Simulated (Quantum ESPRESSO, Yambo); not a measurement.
An input for Yambo 5.3.0 (GaP (F-43m)):

```
HF_and_locXC
gw0
dyson
ppa
em1d
rim_cut
RandQpts= 1000000
RandGvec= 1 RL
EXXRLvcs= 104 Ry
VXCRLvcs= 416 Ry
Chimod= "HARTREE"
% BndsRnXp
 1 | 181 |
%
NGsBlkXp= 15.5 Ry
% LongDrXp
 1 | 1 | 1 |
%
% GbndRnge
 1 | 181 |
%
DysSolver= "n"
ExtendOut
PPAPntXp= 27.21138 eV
% QPkrange
 1 | 8 | 11 | 17 |
%
```

```sh
OMP_NUM_THREADS=1 mpirun -n 8 yambo -F gw1.in -J gw1 -C gw1 > gw1.log
```

The stored states that it reads are on a 4×4×4 mesh. It takes space group F-43m (No. 216, cubic). Conventional cell: a = 5.450 Å, b = 5.450 Å, c = 5.450 Å, α = 90.00°, β = 90.00°, γ = 90.00°. Nearest to Ga lie 4 P at 2.36 Å. P has 4 Ga at 2.36 Å nearest. Farther neighbours are not listed.

Question: How long will it take on 8 MPI ranks of Arm Neoverse V2, shared host, and how much memory?

It took 6 min; on shared hardware allow 3 min to 12 min. Peak host memory was 3.8 GiB.

The screening grows as filled bands × empty bands × pairs of k points, times the square of the screening basis for the matrix.

[Paths, hosts, dates, memory and timing lines, banners, echoed tables and standing remarks are left out of the program output.]

[Logs are printed without paths, hosts, clocks, repeated set-up lines and the standing remarks that a program may print on its own settings, such as how far it seeks lower states.]

[Runs of the session that timed out or met a known fault of the program may be left out.]

[Hosts, paths, dates, database ids (printed as entryN), source tags and the programs' standing remarks are cut or masked in the printed files.]
